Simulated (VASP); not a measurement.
Crystal: Cu.

```
Cu
1.0
     0.00000    1.80750    1.80750
     1.80750    0.00000    1.80750
     1.80750    1.80750    0.00000
Cu
1
Direct
  0.00000 0.00000 0.00000
```

```yaml
Program: VASP 6.6.1
Task: relaxation of cell and atoms
Functional: LDA
Potentials_or_basis: VASP PAW LDA potentials, release 64 (Cu)
Cutoff: 600 eV
k_mesh: 12 × 12 × 12
Occupations: fermi-dirac, width 0.05 eV
Spin: no spin polarisation
```

At the start: pressure -11.7 GPa; volume 11.81 Å³/atom.

Task: Where does the relaxation end?

Result: Over 3 steps the energy falls by 34.9 meV/atom and the volume is 10.93 Å³/atom (-7.4 %); space group Fm-3m (No. 225, to 0.05 Å).

The path:
```
step  energy change (eV)  largest force (eV/Å)  pressure (GPa)  volume (Å³)
   1              0.0000                0.0000          -11.72        11.81
   2             -0.0179                0.0000           10.81        10.39
   3             -0.0349                0.0000           -0.02        10.93
```

Final structure:
```xyz
1
Lattice="0.0000 1.7617 1.7617 1.7617 0.0000 1.7617 1.7617 1.7617 0.0000" Properties=species:S:1:pos:R:3 pbc="T T T"
Cu    0.0000    0.0000    0.0000
```
